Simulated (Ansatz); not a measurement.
# Is this AlFe result the lowest state?

The cell (8 atoms) is AlFe as an unrelaxed test cell, picked because its SCF is hard.

The calculation used Ansatz development build ahead of 0.2.0, DFT, PBE, norm-conserving potentials, plane waves, scalar-relativistic.

```yaml
crystal:
  lattice:
    - [6.195193134, 0.0, 0.0]
    - [0.0, 6.195193134, 0.0]
    - [0.0, 0.0, 3.097596566]
  atoms:
    - { symbol: Fe, position: [0.00545098, -0.003411765, 0.024196078], spin: 4 }
    - { symbol: Al, position: [0.254196078, 0.252941176, 0.527882353] }
    - { symbol: Fe, position: [-0.008745098, 0.506784314, 0.028901961], spin: -4 }
    - { symbol: Al, position: [0.254901961, 0.753254902, 0.518705882] }
    - { symbol: Fe, position: [0.509215686, 0.004588235, 0.027568627], spin: -4 }
    - { symbol: Al, position: [0.745647059, 0.246352941, 0.529294118] }
    - { symbol: Fe, position: [0.495882353, 0.495568627, 0.013137255], spin: 4 }
    - { symbol: Al, position: [0.740392157, 0.750431373, 0.525843137] }
hamiltonian:
  xc: pbe
  pseudopotentials: { kind: nc }
kpoints:
  mp_grid: { grid: [1, 1, 1], shift: [0, 0, 0] }
magnetization:
  spin_polarized: true
scf:
  occupations: { method: fermi_dirac }
  mixing: { algorithm: broyden }
```

Settings in force: cutoff 1225 eV, smearing width 0.1 eV; Broyden mixing, default search for lower states.

The run converged after 52 iterations in all: ferrimagnetic, site moments Fe1 2.60, Fe3 -2.64, Fe5 -1.94, Fe7 2.38 μB, total 0.38 μB per cell.

One k-point is far from converged for this cell: the case tests the SCF and predicts nothing for the material.

Site moments are taken inside atomic spheres and don't add up to the total.

Has the SCF ended in the lowest solution? If not, by how much is it too high?

No. A state 146 meV/atom (1.167 eV per cell) lower exists in this cell: ferromagnetic, site moments Fe1 2.61, Fe3 2.64, Fe5 2.45, Fe7 2.48 μB, total 10.00 μB per cell. It was reached from: standard search for lower states [Fe1 4.00, Fe3 -4.00, Fe5 -4.00, Fe7 4.00 μB]; full search for lower states [Fe1 4.00, Fe3 -4.00, Fe5 -4.00, Fe7 4.00 μB]. States within about 5 meV/atom are too close for this mesh, smearing and search to settle their order. “Lowest” means lowest among the runs made in this cell. Sign patterns typed on Fe1 Fe3 Fe5 Fe7: +--+; other orders that fit weren't typed. No run without spin polarisation was made.
